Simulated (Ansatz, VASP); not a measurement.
Two plane-wave programs on Si

INCAR

```
ALGO = Normal
EDIFF = 1E-6
ENCUT = 520
ISIF = 2
ISMEAR = 0
LASPH = T
LCHARG = F
LREAL = F
LWAVE = F
NBANDS = 11
NELM = 60
PREC = Accurate
SIGMA = 0.05
```

Contents of KPOINTS:

```
k-points
0
Gamma
  12 12 12
```

The input POSCAR:

```
Si
1.0
    0.0000000000      2.5929346428      2.7009735863
    2.5929346428      0.0000000000      2.7009735863
    2.5929346428      2.5929346428      0.0000000000
Si
2
Direct
    0.5111071060      0.4888928940      0.4888928940
    0.7388928940      0.7611071060      0.7611071060
```

Input for Ansatz:

```yaml
crystal:
  lattice:
    - [0.0, 2.5929346428, 2.7009735863]
    - [2.5929346428, 0.0, 2.7009735863]
    - [2.5929346428, 2.5929346428, 0.0]
  atoms:
    - { symbol: Si, position: [0.511107106, 0.488892894, 0.488892894] }
    - { symbol: Si, position: [0.738892894, 0.761107106, 0.761107106] }
basis:
  ecutwfc: 420
kpoints:
  mp_grid: { grid: [12, 12, 12] }
hamiltonian:
  xc: lda
scf:
  occupations: { method: gaussian, width: 0.05 }
output:
  forces: true
  stress: true
  eigenvalues: true
```

Change from the starting cell: mode 4 frozen in at -0.060 Å, equal normal strain along x and y -0.0400.

Alike in both runs: task single point; functional LDA; k mesh 12 × 12 × 12; occupations gaussian, width 0.05 eV; no spin polarisation.

|  | VASP | Ansatz |
| --- | --- | --- |
| version | VASP 6.6.1 | Ansatz 0.2.0 |
| potentials or method | VASP PAW LDA potentials, release 64 (Si) | scalar-relativistic, plane waves, PAW |
| plane-wave cutoff (eV) | 520 | 420 |
| valence electrons in the cell | 8 | 8 |

Ansatz gave:

| Item | Value |
| --- | --- |
| gap on the k mesh at the Fermi level (eV) | none |
| pressure (GPa) | 9.8 |
| largest component of the traceless stress (GPa) | 7.39 |
| rms of the force components (eV/Å) | 1.002 |

Problem. Which values does VASP return?

Solution. gap on the k mesh at the Fermi level (eV): none; pressure (GPa): 9.9; largest component of the traceless stress (GPa): 7.40; rms of the force components (eV/Å): 1.002.

Atom by atom the forces differ by 0.000 eV/Å (rms over components). A gap of «none» marks a metal or a gap that the smearing closes.

Caveats: forces of over 1 eV/Å show positions far from the minimum, so gaps and moduli don't describe the material at rest.
